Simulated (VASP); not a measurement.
## TaC: single point with PBE

TaC:

```
Ta C
1.0
     0.00000    2.22300    2.22300
     2.22300    0.00000    2.22300
     2.22300    2.22300    0.00000
Ta C
1 1
Cartesian
  0.0000 0.0000 0.0000
  2.2230 2.2230 2.2230
```

```yaml
Program: VASP 6.6.1
Task: single point
Functional: PBE
Potentials_or_basis: VASP PAW PBE potentials, release 64 (Ta_pv, C)
Cutoff: 520 eV
k_mesh: 22 × 22 × 22
Occupations: gaussian, width 0.1 eV
Spin: no spin polarisation
Further_INCAR_settings: ALGO = Normal; EDIFF = 1e-07
```

The pressure is 7.5 GPa. The band gap on the k mesh is none (metal or under the smearing width).

Levels at points of the mesh, in eV from the Fermi level:
```csv
k point,band 5,band 6,band 7,band 8,band 9,band 10,band 11
"(0.00, 0.00, 0.00)",-1.35,-1.35,-1.35,-0.49,-0.49,-0.49,0.66
"(0.50, 0.00, 0.00)",-8.78,-5.52,-5.52,2.74,2.74,3.73,5.42
"(0.50, 0.50, 0.00)",-4.63,-4.59,-1.77,-1.77,2.63,4.13,4.13
```

Wall time 29 s on 1 thread of Intel(R) Xeon(R) Platinum 8488C (Sapphire Rapids), with other jobs on the host, peak memory 0.21 GiB.

The run has no spin-orbit coupling, so splittings on Ta are missing.
